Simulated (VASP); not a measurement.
# KBr (Fm-3m) in VASP: single point with PBEsol

Aim: the single point of KBr with PBEsol.

All numbers are computed with VASP 6.6.1; they aren't measurements. Logs are shortened: lines on timing, memory, paths and dates and some standing lists are left out, and cuts for length are marked.

### 1 Starting point

The structure is cubic, space group Fm-3m (No. 225). Conventional cell: a = 6.600 Å, b = 6.600 Å, c = 6.600 Å, α = 90.00°, β = 90.00°, γ = 90.00°. Around K (site symmetry m-3m) lie 6 Br at 3.30 Å. Br (site symmetry m-3m) is surrounded by 6 K at 3.30 Å.

### 2 Single point, PBEsol

INCAR reads:

```
PREC = Accurate
ENCUT = 520
EDIFF = 1E-6
ISMEAR = 0
SIGMA = 0.01
LREAL = False
LASPH = True
NELM = 100
ALGO = Fast
ISIF = 2
LWAVE = False
LCHARG = True
GGA = PS
LELF = True
LVHAR = True
NBANDS = 15
```

KPOINTS reads:

```
regular mesh
0
Gamma
  5 5 5
```

POSCAR reads:

```
KBr
1.0
    4.6669050000      0.0000000000      0.0000000000
    2.3334525000      4.0416582870      0.0000000000
    2.3334525000      1.3472194290      3.8105119760
K Br
1 1
Direct
    0.0000000000      0.0000000000      0.0000000000
    0.5000000000      0.5000000000      0.5000000000
```

Potentials or basis: VASP PAW PBE potentials, release 64 (K_sv, Br).

Run with:

```
$ cat potpaw_PBE.64/K_sv/POTCAR potpaw_PBE.64/Br/POTCAR > POTCAR
$ mpirun -np 1 vasp_std > vasp.out
```

OUTCAR:

```text
PREC = Accurate
   ENCUT = 520
   EDIFF = 1E-6
   ISMEAR = 0
   LREAL = False
   LASPH = True
   NELM = 100
   ISIF = 2
   GGA = PS

 ion  position               nearest neighbor table
   1  0.000  0.000  0.000-   2 3.30   2 3.30   2 3.30   2 3.30   2 3.30   2 3.30
   2  0.500  0.500  0.500-   1 3.30   1 3.30   1 3.30   1 3.30   1 3.30   1 3.30

  LATTYP: Found a face centered cubic cell.
 ALAT       =     6.6000003452

  Lattice vectors:

 A1 = (   4.6669050000,   0.0000000000,   0.0000000000)
 A2 = (   2.3334525000,   4.0416582870,   0.0000000000)
 A3 = (   2.3334525000,   1.3472194290,   3.8105119760)

Analysis of symmetry for initial positions (statically):
=====================================================================
 Subroutine PRICEL returns:
 Original cell was already a primitive cell.

 Routine SETGRP: Setting up the symmetry group for a
 face centered cubic supercell.

 Subroutine GETGRP returns: Found 48 space group operations
 (whereof 48 operations were pure point group operations)
 out of a pool of 48 trial point group operations.

The static configuration has the point symmetry O_h .

Analysis of symmetry for dynamics (positions and initial velocities):
=====================================================================
 Subroutine PRICEL returns:
 Original cell was already a primitive cell.

 Routine SETGRP: Setting up the symmetry group for a
 face centered cubic supercell.

 Subroutine GETGRP returns: Found 48 space group operations
 (whereof 48 operations were pure point group operations)
 out of a pool of 48 trial point group operations.

The dynamic configuration has the point symmetry O_h .

 Subroutine INISYM returns: Found 48 space group operations
 (whereof 48 operations are pure point group operations),
 and found     1 'primitive' translations

----------------------------------------------------------------------------------------

                                     Primitive cell

  volume of cell :      71.8740

  direct lattice vectors                    reciprocal lattice vectors
     4.666905000  0.000000000  0.000000000     0.214274771 -0.123711597 -0.087477309
     2.333452500  4.041658287  0.000000000     0.000000000  0.247423193 -0.087477309
     2.333452500  1.347219429  3.810511976     0.000000000  0.000000000  0.262431927

  length of vectors
     4.666905000  4.666905000  4.666905000     0.262431927  0.262431927  0.262431927

  position of ions in fractional coordinates (direct lattice)
     0.000000000  0.000000000  0.000000000
     0.500000000  0.500000000  0.500000000

  ion indices of the primitive-cell ions
   primitive index   ion index
                 1           1
                 2           2

----------------------------------------------------------------------------------------

 KPOINTS: regular mesh

Automatic generation of k-mesh.
 Grid dimensions read from file:
 generate k-points for:    5    5    5

 Generating k-lattice:

  Cartesian coordinates                     Fractional coordinates (reciprocal lattice)
     0.042854954 -0.024742319 -0.017495462     0.200000000  0.000000000  0.000000000
     0.000000000  0.049484639 -0.017495462     0.000000000  0.200000000  0.000000000
     0.000000000  0.000000000  0.052486385     0.000000000  0.000000000  0.200000000

  Length of vectors
     0.052486385  0.052486385  0.052486385

  Shift w.r.t. Gamma in fractional coordinates (k-lattice)
     0.000000000  0.000000000  0.000000000

 Subroutine IBZKPT returns following result:
 ===========================================

 Found     10 irreducible k-points:

 Following reciprocal coordinates:
            Coordinates               Weight
  0.000000  0.000000  0.000000      1.000000
  0.200000  0.000000 -0.000000      8.000000
  0.400000  0.000000 -0.000000      8.000000
  0.200000  0.200000 -0.000000      6.000000
  0.400000  0.200000 -0.000000     24.000000
 -0.400000  0.200000  0.000000     24.000000
 -0.200000  0.200000 -0.000000     12.000000
  0.400000  0.400000 -0.000000      6.000000
 -0.400000  0.400000  0.000000     12.000000
 -0.400000  0.400000  0.200000     24.000000
   k-points           NKPTS =     10   k-points in BZ     NKDIM =     10   number of bands    NBANDS=     15
   number of dos      NEDOS =    301   number of ions     NIONS =      2
   total plane-waves  NPLWV =  46656
   dimension x,y,z NGX =    36 NGY =   36 NGZ =   36
   dimension x,y,z NGXF=    72 NGYF=   72 NGZF=   72
   ions per type =               1   1
   NGX,Y,Z   is equivalent  to a cutoff of  12.82, 12.82, 12.82 a.u.
   NGXF,Y,Z  is equivalent  to a cutoff of  25.65, 25.65, 25.65 a.u.
 SYSTEM =  unknown system
   PREC   = accura    normal or accurate (medium, high low for compatibility)
   ISTART =      0    job   : 0-new  1-cont  2-samecut
   ICHARG =      2    charge: 1-file 2-atom 10-const
   ISPIN  =      1    spin polarized calculation?
   LNONCOLLINEAR =      F non collinear calculations
   LSORBIT =      F    spin-orbit coupling
   LASPH  =      T    aspherical Exc in radial PAW
   ENCUT  =  520.0 eV  38.22 Ry    6.18 a.u.   8.68  8.68  8.68*2*pi/ulx,y,z
   NELM   =    100;   NELMIN=  2; NELMDL= -5     # of ELM steps
   EDIFF  = 0.1E-05   stopping-criterion for ELM
   LREAL  =      F    real-space projection
   EDIFFG = 0.1E-04   stopping-criterion for IOM
   NSW    =      0    number of steps for IOM
   IBRION =     -1    ionic relax: 0-MD 1-quasi-New 2-CG
   NFREE  =      0    steps in history (QN), initial steepest desc. (CG)
   ISIF   =      2    stress and relaxation
   ISYM   =      2    0-nonsym 1-usesym 2-fastsym
   POTIM  = 0.5000    time-step for ionic-motion
   TEBEG  =    0.0;   TEEND  =   0.0 temperature during run
   PSTRESS=    0.0 pullay stress
   NELECT =      16.0000    total number of electrons
   NUPDOWN=      -1.0000    fix difference up-down
   EMIN   =  10.00;   EMAX   =-10.00  energy-range for DOS
   EFERMI =   0.00;   METHOD = LEGACY
   ISMEAR =     0;   SIGMA  =   0.01  broadening in eV -4-tet -1-fermi 0-gaus
   EFERMI_NEDOS =   21; number of points for ismear=-14 and -15
   IALGO  =     68    algorithm
   IMIX   =      4    mixing-type and parameters
     AMIX     =   0.40;   BMIX     =  1.00
     AMIX_MAG =   1.60;   BMIX_MAG =  1.00
  volume/ion in A,a.u.               =      35.94       242.51
  Fermi-wavevector in a.u.,A,eV,Ry     =   0.992181  1.874950 13.393887  0.984423
  Thomas-Fermi vector in A             =   2.123975
   LORBIT       =      0    0 simple, 1 ext, 2 COOP (PROOUT), +10 PAW based schemes
   GGA     = PS    functional components
   LHFCALC =     F    Hartree Fock is set to
   AEXX    =    0.0000 exact exchange contribution
   IVDW    =     0    specifies the selected vdW correction
   LEPSILON=     F    determine dielectric tensor
   LRPA    =     F    only Hartree local field effects (RPA)
 non-spin polarized calculation
 RMM-DIIS sequential band-by-band and
 Gauss-broadening in eV      SIGMA  =   0.01
  energy-cutoff  :      520.00
  volume of cell :       71.87
 maximum number of plane-waves:      1956
   NGX = 17   NGY = 17   NGZ = 17

 number of electron      15.9999997 magnetization

 Free energy of the ion-electron system (eV)
  ---------------------------------------------------
  ext. energy  EPLUGINS =         0.00000000
  ---------------------------------------------------
  free energy    TOTEN  =        -6.45876051 eV

  energy without entropy =       -6.45876051  energy(sigma->0) =       -6.45876051

 E-fermi :  -1.6797     XC(G=0):  -7.5452

 val. band max:       -1.8261615029   @ k =   0.0000   0.0000   0.0000
 cond. band min:       2.4526511135   @ k =   0.0000   0.0000   0.0000
 fundamental gap:      4.2788126164
 Fermi energy:        -1.6797367340

 k-point     1 :       0.0000    0.0000    0.0000
  band No.  band energies     occupation
      1     -29.4387      2.00000
      2     -14.1324      2.00000
      3     -12.9813      2.00000
      4     -12.9813      2.00000
      5     -12.9813      2.00000
      6      -1.8262      2.00000
      7      -1.8262      2.00000
      8      -1.8262      2.00000
      9       2.4527      0.00000
     10       5.7025      0.00000
     11       5.7025      0.00000
     12       5.7025      0.00000
     13       6.5406      0.00000
     14       6.5406      0.00000
     15       9.5659      0.00000

 k-point     2 :       0.2000    0.0000   -0.0000
  band No.  band energies     occupation
      1     -29.4367      2.00000
      2     -14.1942      2.00000
      3     -12.9833      2.00000
      4     -12.9833      2.00000
      5     -12.8953      2.00000
      6      -2.3300      2.00000
      7      -1.9503      2.00000
      8      -1.9503      2.00000
      9       3.3545      0.00000
     10       5.5287      0.00000
     11       6.1670      0.00000
     12       6.1670      0.00000
     13       7.0516      0.00000
     14       7.0516      0.00000
     15      10.6996      0.00000

 k-point     3 :       0.4000    0.0000   -0.0000
  band No.  band energies     occupation
      1     -29.4334      2.00000
      2     -14.2801      2.00000
      3     -12.9865      2.00000
      4     -12.9865      2.00000
      5     -12.7692      2.00000
      6      -2.9440      2.00000
      7      -2.1364      2.00000
      8      -2.1364      2.00000
      9       4.4787      0.00000
     10       6.0692      0.00000
     11       7.3534      0.00000
     12       7.3534      0.00000
     13       8.1316      0.00000
     14       8.1316      0.00000
     15       9.2398      0.00000
[... 91 lines left out ...]
 k-point     9 :      -0.4000    0.4000    0.0000
  band No.  band energies     occupation
      1     -29.4312      2.00000
      2     -14.0984      2.00000
      3     -13.0650      2.00000
      4     -13.0108      2.00000
      5     -12.9462      2.00000
      6      -2.5809      2.00000
      7      -2.3773      2.00000
      8      -2.1509      2.00000
      9       4.4171      0.00000
     10       5.9132      0.00000
     11       6.7754      0.00000
     12       7.4365      0.00000
     13       7.9059      0.00000
     14       8.5572      0.00000
     15       9.5020      0.00000

 k-point    10 :      -0.4000    0.4000    0.2000
  band No.  band energies     occupation
      1     -29.4316      2.00000
      2     -14.1504      2.00000
      3     -13.0341      2.00000
      4     -13.0266      2.00000
      5     -12.8847      2.00000
      6      -2.6383      2.00000
      7      -2.3128      2.00000
      8      -2.2548      2.00000
      9       5.0290      0.00000
     10       5.6154      0.00000
     11       6.4845      0.00000
     12       7.5334      0.00000
     13       8.3568      0.00000
     14       8.4813      0.00000
     15       9.3180      0.00000

------------------------ aborting loop because EDIFF is reached ----------------------------------------

  FORCE on cell =-STRESS in cart. coord.  units (eV):
  Direction    XX          YY          ZZ          XY          YZ          ZX
  --------------------------------------------------------------------------------------
  -------------------------------------------------------------------------------------
  Total       -0.1284102     -0.1284102     -0.1284102      0.0000000      0.0000000      0.0000000
  in kB       -2.8624527     -2.8624527     -2.8624527      0.0000000      0.0000000      0.0000000
  external PRESSURE =      -2.8624527 kB  Pullay stress =       0.0000000 kB

 VOLUME and BASIS-vectors are now :
 -----------------------------------------------------------------------------
  energy-cutoff  :      520.00
  volume of cell :       71.87
      direct lattice vectors                 reciprocal lattice vectors
     4.666905000  0.000000000  0.000000000     0.214274771 -0.123711597 -0.087477309
     2.333452500  4.041658287  0.000000000     0.000000000  0.247423193 -0.087477309
     2.333452500  1.347219429  3.810511976     0.000000000  0.000000000  0.262431927

 POSITION                                       TOTAL-FORCE (eV/Angst)
 -----------------------------------------------------------------------------------
      0.00000      0.00000      0.00000        -0.000000     -0.000000      0.000000
      4.66690      2.69444      1.90526         0.000000      0.000000      0.000000
 -----------------------------------------------------------------------------------
    total drift:                                0.000000      0.000000      0.000000

  FREE ENERGIE OF THE ION-ELECTRON SYSTEM (eV)
  ---------------------------------------------------
  free  energy   TOTEN  =        -6.4587605112 eV

  energy  without entropy=       -6.4587605112  energy(sigma->0) =       -6.45876051
```

Run time: 14 s. Hardware: 1 thread of AMD EPYC 9R45 (Zen 5), shared host; peak memory 0.16 GiB.

What came out:

- Free energy: -6.4588 eV
- Pressure: -0.3 GPa
- Band gap on the k mesh: 4.28 eV, direct

Caveat: the PAW data sets were made with another functional, which shifts forces and pressure a little.
